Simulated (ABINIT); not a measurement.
# MgO (Periclase): one start, several treatments of the self-energy, part 2 of 2

Aim: compare treatments of exchange, screening and correlation for the gap of MgO (Periclase).

ABINIT 10.8.3; PBE and many-body steps on it, plane waves. Known limits of the many-body steps: not at the basis limit.

So far. Step 6 (G0W0, von der Linden-Horsch plasmon pole): Against G0W0 in ABINIT (6×6×6 mesh, 166 bands, screening to 304.8 eV, Godby-Needs plasmon pole), the gap moves by +0.260 eV. Step 7 (G0W0, Engel-Farid plasmon pole): Against G0W0 in ABINIT (6×6×6 mesh, 166 bands, screening to 304.8 eV, Godby-Needs plasmon pole), the gap moves by +0.145 eV.

The database entry behind the starting cell differs from later determinations by our own check (about 0.1 % long), so it need not match the best structure at ambient conditions.

**8. One-shot Hartree-Fock**

This step: one-shot Hartree-Fock on PBE, plane waves, norm-conserving pseudopotentials.

File run.abi:

```
acell 3*1.0 Angstrom
rprim 
  -0.000000000000 2.108500000000 2.108500000000
  2.108500000000 0.000000000000 2.108500000000
  2.108500000000 2.108500000000 0.000000000000
ntypat 2
znucl 12 8
natom 2
typat 1 2
xred 
  0.000000000000 0.000000000000 0.000000000000
  0.500000000000 0.500000000000 0.500000000000
pp_dirpath "pseudos"
pseudos "Mg.upf, O.upf"
ecut 38
ngkpt 6 6 6
nshiftk 1
shiftk 0 0 0
kptopt 1
chksymbreak 0
istwfk *1
occopt 1
irdwfk 1
optdriver 4
nband 12
gwcalctyp 5
ecutsigx 38
symsigma 1
nkptgw 1
kptgw 
  0.0000000000 0.0000000000 0.0000000000
bdgw 
  6 12
ixc_sigma 40
fftgw 31
indata_prefix "in"
outdata_prefix "out"
tmpdata_prefix "tmp"
```

Run with:

```sh
$ OMP_NUM_THREADS=1 mpirun -n 6 abinit run.abi > log
```

The program printed:

```text
.Version 10.8.3 of ABINIT. v10.8.2 released Aug 2026.

 Symmetries : space group Fm -3 m (#225); Bravais cF (face-center cubic)
[... echo of the input left out ...]
== DATASET  1 ==================================================================
-   mpi_nproc: 6, omp_nthreads: 1 (-1 if OMP is not activated)

--- !DatasetInfo
iteration_state: {dtset: 1, }
dimensions: {natom: 2, nkpt: 16, mband: 12, nsppol: 1, nspinor: 1, nspden: 1, mpw: 1430, }
cutoff_energies: {ecut:  38.0, pawecutdg:  -1.0, }
[...]
10  20.632  -9.568  -3.679   0.000   1.000   0.000  -3.679   5.889  26.521
       11  20.632  -9.568  -3.679   0.000   1.000   0.000  -3.679   5.889  26.521
       12  20.632  -9.568  -3.679   0.000   1.000   0.000  -3.679   5.889  26.521

== END DATASET(S) ==============================================================
================================================================================

 -outvars: echo values of variables after computation  --------
           etotal      0.0000000000E+00
            nband          12
             nkpt          16
          spgroup         225
 [... the other variables as echoed above ...]

 Calculation completed.
```

Run time: 3 s. Hardware: 6 MPI ranks of Arm Neoverse N1, shared host; peak memory 0.12 GiB.

This step gave:

- quasiparticle gap on the points computed: 14.76 eV
- starting gap on the mesh: 4.733 eV
- k of the valence top: 0, 0, 0
- k of the conduction bottom: 0, 0, 0
- least direct quasiparticle gap on the computed points: 14.76 eV

Against G0W0 in ABINIT (6×6×6 mesh, 166 bands, screening to 304.8 eV, Godby-Needs plasmon pole), the gap moves by +7.687 eV.

**9. Screening, 6×6×6 mesh, 166 bands, screening to 304.8 eV**

This step: RPA screening on PBE, plane waves, norm-conserving pseudopotentials.

Edit run.abi of step 8 so:

```diff
@@ -23,14 +23,14 @@
 irdwfk 1
-optdriver 4
-nband 12
-gwcalctyp 5
-ecutsigx 38
-symsigma 1
-nkptgw 1
-kptgw 
-  0.0000000000 0.0000000000 0.0000000000
-bdgw 
-  6 12
-ixc_sigma 40
-fftgw 31
+optdriver 3
+nband 166
+ecuteps 11.2
+inclvkb 2
+awtr 1
+symchi 1
+gwcalctyp 2
+nfreqre 16
+freqremax 40 eV
+nfreqim 8
+spmeth 1
+nomegasf 120
 indata_prefix "in"
```

Run with:

```sh
$ OMP_NUM_THREADS=1 mpirun -n 8 abinit run.abi > log
```

The program printed:

```text
.Version 10.8.3 of ABINIT. v10.8.2 released Aug 2026.

 Symmetries : space group Fm -3 m (#225); Bravais cF (face-center cubic)
[... echo of the input left out ...]
== DATASET  1 ==================================================================
-   mpi_nproc: 8, omp_nthreads: 1 (-1 if OMP is not activated)

--- !DatasetInfo
iteration_state: {dtset: 1, }
dimensions: {natom: 2, nkpt: 16, mband: 166, nsppol: 1, nspinor: 1, nspden: 1, mpw: 1430, }
cutoff_energies: {ecut:  38.0, pawecutdg:  -1.0, }
electrons: {nelect:   1.60000000E+01, charge:   0.00000000E+00, occopt:   1.00000000E+00, tsmear:   1.00000000E-02, }

 SCREENING: Calculation of the susceptibility and dielectric matrices

 Based on a program developped by R.W. Godby, V. Olevano, G. Onida, and L. Reining.
 Incorporated in ABINIT by V. Olevano, G.-M. Rignanese, and M. Torrent.
.Using double precision arithmetic ; gwpc =  8

[... cell and pseudopotentials left out ...]
--------------------------------------------------------------------------------

 ==== K-mesh for the wavefunctions ====
 Number of points in the irreducible wedge :    16
[... list of points left out ...]
 Together with 48 symmetry operations and time-reversal symmetry
 yields   216 points in the full Brillouin Zone.

 ==== Q-mesh for the screening function ====
 Number of points in the irreducible wedge :    16
[... list of points left out ...]
 Together with 48 symmetry operations and time-reversal symmetry
 yields   216 points in the full Brillouin Zone.

 setmesh: FFT mesh size selected  =    24x   24x   24
          total number of points  =        13824

 vcoul_init : cutoff-mode = AUXILIARY_FUNCTION
 q-points for optical limit:   1
     1)      0.000010    0.000020    0.000030

- screening: taking advantage of time-reversal symmetry
- Maximum band index for partially occupied states nbvw = 8
- Remaining bands to be divided among processors   nbcw = 158
- Number of bands treated by each node ~19

 Number of electrons calculated from density =   16.0000; Expected =   16.0000
 average of density, n =  0.126466
 r_s =    1.2359
 omega_plasma =   34.3038 [eV]

 calculating chi0 at frequencies [eV] :
  1    0.000000E+00    0.000000E+00
  2    2.666667E+00    0.000000E+00
  3    5.333333E+00    0.000000E+00
[...]
23    0.000000E+00    8.736574E+01
 24    0.000000E+00    1.230119E+02

--------------------------------------------------------------------------------
  q-point number  1        q = ( 0.000000, 0.000000, 0.000000) [r.l.u.]
--------------------------------------------------------------------------------
[... chi0 elements left out ...]
  [... further frequencies ...]

 No. of calculated frequencies >  15, stop printing
 For q-point:  0.000010 0.000020 0.000030
  dielectric constant =   3.0819
  dielectric constant without local fields =   3.3125

  Average fulfillment of the sum rule on Im[epsilon] for q-point    1 :     86.10  [%]
[... wings left out ...]
  q-point number  2        q = ( 0.166667, 0.000000, 0.000000) [r.l.u.]
--------------------------------------------------------------------------------
[... chi0 elements left out ...]
  [... further frequencies ...]

 No. of calculated frequencies >  15, stop printing
  Average fulfillment of the sum rule on Im[epsilon] for q-point    2 :     97.28  [%]

 [... 14 further q-points ...]
```

Elapsed: 11 min, on 8 MPI ranks; peak memory 2 GiB.

This step gave:

```yaml
eps_infinity_with_local_fields_on_this_mesh_along_the_program_s_q_direction: 3.082
the_same_without_local_fields: 3.312
plasma_frequency: 34.30 eV
plane_waves_in_the_screening_matrix: 259
```

**10. G0W0, contour deformation**

This step: G0W0 on PBE, plane waves, norm-conserving pseudopotentials.

Edit run.abi of step 9 so:

```diff
@@ -23,14 +23,14 @@
 irdwfk 1
-optdriver 3
+optdriver 4
 nband 166
+gwcalctyp 2
+ecutsigx 38
+symsigma 1
+nkptgw 1
+kptgw 
+  0.0000000000 0.0000000000 0.0000000000
+bdgw 
+  6 12
 ecuteps 11.2
-inclvkb 2
-awtr 1
-symchi 1
-gwcalctyp 2
-nfreqre 16
-freqremax 40 eV
-nfreqim 8
-spmeth 1
-nomegasf 120
+irdscr 1
 indata_prefix "in"
```

The program printed:

```text
.Version 10.8.3 of ABINIT. v10.8.2 released Aug 2026.

 Symmetries : space group Fm -3 m (#225); Bravais cF (face-center cubic)
[... echo of the input left out ...]
== DATASET  1 ==================================================================
-   mpi_nproc: 8, omp_nthreads: 1 (-1 if OMP is not activated)

--- !DatasetInfo
iteration_state: {dtset: 1, }
dimensions: {natom: 2, nkpt: 16, mband: 166, nsppol: 1, nspinor: 1, nspden: 1, mpw: 1430, }
cutoff_energies: {ecut:  38.0, pawecutdg:  -1.0, }
[...]
7   4.693 -20.107 -25.567   3.535   0.780  -0.282 -21.609  -1.501   3.192
[...]
12  20.632  -9.568  -3.679  -4.733   0.830  -0.205  -8.609   0.959  21.591
       12   0.000   0.000   0.000  -0.022   0.000   0.000  -0.018  -0.018  -0.018

== END DATASET(S) ==============================================================
================================================================================

 -outvars: echo values of variables after computation  --------
           etotal      0.0000000000E+00
            nband         166
             nkpt          16
          spgroup         225
 [... the other variables as echoed above ...]

 Calculation completed.
```

Elapsed: 14 s, on 8 MPI ranks; peak memory 2 GiB.

This step gave:

```yaml
g0w0_gap_on_the_points_computed: 7.032 eV
starting_gap_on_the_mesh: 4.733 eV
k_of_the_valence_top: 0, 0, 0
k_of_the_conduction_bottom: 0, 0, 0
least_direct_g0w0_gap_on_the_computed_points: 7.032 eV
```

Against G0W0 in ABINIT (6×6×6 mesh, 166 bands, screening to 304.8 eV, Godby-Needs plasmon pole), the gap moves by −0.042 eV.

**11. Screening, 6×6×6 mesh, 166 bands, screening to 304.8 eV**

This step: RPA screening on PBE, plane waves, norm-conserving pseudopotentials.

Edit run.abi of step 10 so:

```diff
@@ -23,14 +23,11 @@
 irdwfk 1
-optdriver 4
+optdriver 3
 nband 166
-gwcalctyp 2
-ecutsigx 38
-symsigma 1
-nkptgw 1
-kptgw 
-  0.0000000000 0.0000000000 0.0000000000
-bdgw 
-  6 12
 ecuteps 11.2
-irdscr 1
+inclvkb 2
+awtr 1
+symchi 1
+gwcalctyp 1
+nfreqre 0
+nfreqim 16
 indata_prefix "in"
```

The program printed:

```text
.Version 10.8.3 of ABINIT. v10.8.2 released Aug 2026.

 Symmetries : space group Fm -3 m (#225); Bravais cF (face-center cubic)
[... echo of the input left out ...]
== DATASET  1 ==================================================================
-   mpi_nproc: 8, omp_nthreads: 1 (-1 if OMP is not activated)

--- !DatasetInfo
iteration_state: {dtset: 1, }
dimensions: {natom: 2, nkpt: 16, mband: 166, nsppol: 1, nspinor: 1, nspden: 1, mpw: 1430, }
cutoff_energies: {ecut:  38.0, pawecutdg:  -1.0, }
[...]
No. of calculated frequencies >  15, stop printing
 For q-point:  0.000010 0.000020 0.000030
  dielectric constant =   3.0343
  dielectric constant without local fields =   3.2587

  Average fulfillment of the sum rule on Im[epsilon] for q-point    1 :     86.09  [%]
[... wings left out ...]
  q-point number  2        q = ( 0.166667, 0.000000, 0.000000) [r.l.u.]
--------------------------------------------------------------------------------
[... chi0 elements left out ...]
  [... further frequencies ...]

 No. of calculated frequencies >  15, stop printing
  Average fulfillment of the sum rule on Im[epsilon] for q-point    2 :     97.27  [%]

 [... 14 further q-points ...]
```

The job ended after 15 min (8 MPI ranks; peak memory 1.7 GiB).

This step gave:

| Property | Result |
| --- | --- |
| ε∞ with local fields, on this mesh, along the program's q direction | 3.034 |
| the same without local fields | 3.259 |
| plasma frequency | 34.30 eV |
| plane waves in the screening matrix | 259 |

**12. G0W0, analytic continuation**

This step: G0W0 on PBE, plane waves, norm-conserving pseudopotentials.

Edit run.abi of step 11 so:

```diff
@@ -23,11 +23,16 @@
 irdwfk 1
-optdriver 3
+optdriver 4
 nband 166
+gwcalctyp 1
+ecutsigx 38
+symsigma 1
+nkptgw 1
+kptgw 
+  0.0000000000 0.0000000000 0.0000000000
+bdgw 
+  6 12
 ecuteps 11.2
-inclvkb 2
-awtr 1
-symchi 1
-gwcalctyp 1
-nfreqre 0
-nfreqim 16
+irdscr 1
+nomegasi 12
+omegasimax 25 eV
 indata_prefix "in"
```

The program printed:

```text
.Version 10.8.3 of ABINIT. v10.8.2 released Aug 2026.

 Symmetries : space group Fm -3 m (#225); Bravais cF (face-center cubic)
[... echo of the input left out ...]
== DATASET  1 ==================================================================
-   mpi_nproc: 8, omp_nthreads: 1 (-1 if OMP is not activated)

--- !DatasetInfo
iteration_state: {dtset: 1, }
dimensions: {natom: 2, nkpt: 16, mband: 166, nsppol: 1, nspinor: 1, nspden: 1, mpw: 1430, }
cutoff_energies: {ecut:  38.0, pawecutdg:  -1.0, }
[...]
7  -2.367 -20.107 -25.567   3.424   0.778  -0.286 -21.655  -1.548  -3.915
[...]
12  13.572  -9.568  -3.679  -4.648   0.861  -0.161  -8.506   1.062  14.634
       12   0.000   0.000   0.000  -0.098  -0.016  -0.021  -0.105  -0.105  -0.105

== END DATASET(S) ==============================================================
================================================================================

 -outvars: echo values of variables after computation  --------
           etotal      0.0000000000E+00
            nband         166
             nkpt          16
          spgroup         225
 [... the other variables as echoed above ...]

 Calculation completed.
```

The job ended after 10 s (8 MPI ranks; peak memory 1.8 GiB; 81 s of CPU time).

Numbers from this step:

```yaml
g0w0_gap_on_the_points_computed: 7.038 eV
starting_gap_on_the_mesh: 4.733 eV
k_of_the_valence_top: 0, 0, 0
k_of_the_conduction_bottom: 0, 0, 0
least_direct_g0w0_gap_on_the_computed_points: 7.038 eV
```

Against G0W0 in ABINIT (6×6×6 mesh, 166 bands, screening to 304.8 eV, Godby-Needs plasmon pole), the gap moves by −0.036 eV.

**13. The runs together**

Times are wall times on the hardware named with each run, good to a factor of about two. A run's time includes the screening step that it read.

| run | mesh | bands | screening cutoff (eV) | DFT gap (eV) | gap on the mesh (eV) | direct (eV) | ε∞ used | time |
| --- | --- | --- | --- | --- | --- | --- | --- | --- |
| G0W0, Godby-Needs plasmon pole | 6×6×6 | 166 | 304.8 | 4.733 | 7.074 | 7.074 | 3.03 | 4.6 min |
| G0W0, Hybertsen-Louie plasmon pole | 6×6×6 | 166 | 304.8 | 4.733 | 7.508 | 7.508 | 3.03 | 4.6 min |
| G0W0, von der Linden-Horsch plasmon pole | 6×6×6 | 166 | 304.8 | 4.733 | 7.334 | 7.334 | 3.03 | 4.5 min |
| G0W0, Engel-Farid plasmon pole | 6×6×6 | 166 | 304.8 | 4.733 | 7.219 | 7.219 | 3.03 | 4.5 min |
| one-shot Hartree-Fock | 6×6×6 | - | - | 4.733 | 14.761 | 14.761 | - | 3 s |
| G0W0, contour deformation | 6×6×6 | 166 | 304.8 | 4.733 | 7.032 | 7.032 | 3.08 | 11 min |
| G0W0, analytic continuation | 6×6×6 | 166 | 304.8 | 4.733 | 7.038 | 7.038 | 3.03 | 15 min |

**14. What came out**

```json
{"G0W0, Godby-Needs plasmon pole": "7.074 eV", "G0W0, Hybertsen-Louie plasmon pole": "7.508 eV", "G0W0, von der Linden-Horsch plasmon pole": "7.334 eV", "G0W0, Engel-Farid plasmon pole": "7.219 eV", "one-shot Hartree-Fock": "14.761 eV", "G0W0, contour deformation": "7.032 eV", "G0W0, analytic continuation": "7.038 eV", "known limits": "not at the basis limit"}
```

G0W0, Hybertsen-Louie plasmon pole: +0.434 eV against G0W0, Godby-Needs plasmon pole. G0W0, von der Linden-Horsch plasmon pole: +0.260 eV against G0W0, Godby-Needs plasmon pole. G0W0, Engel-Farid plasmon pole: +0.145 eV against G0W0, Godby-Needs plasmon pole. One-shot Hartree-Fock: +7.687 eV against G0W0, Godby-Needs plasmon pole. G0W0, contour deformation: −0.042 eV against G0W0, Godby-Needs plasmon pole. G0W0, analytic continuation: −0.036 eV against G0W0, Godby-Needs plasmon pole. Bare exchange alone opens the gap to 14.76 eV; against G0W0, correlation takes back 7.69 eV. Bands and cutoff are finite, so the gap is not at the basis limit. The miss can reach some tenths of an eV and take either sign; the mesh is an error of its own. In the G0W0 runs levels were corrected at 1 k point alone, so a gap called «on the mesh» is the least over those, and an edge elsewhere would be missed.

[Paths, hosts, dates, memory and timing lines, banners, echoed tables and standing remarks are left out of the program output.]

[Logs are printed without paths, hosts, clocks, repeated set-up lines and the standing remarks that a program may print on its own settings, such as how far it seeks lower states.]

[Runs of the session that timed out or met a known fault of the program may be left out.]

[Hosts, paths, dates, database ids (printed as entryN), source tags and the programs' standing remarks are cut or masked in the printed files.]

[G0W0 gaps are taken among the corrected bands and points alone; a level outside them can change the order at an edge.]

[Where Ansatz stands beside ABINIT at settings called matched, ABINIT's density can come from a denser mesh and the files from another edition; pairs whose starting gaps differed by over 0.03 eV were left out, so agreement reads better than it is.]
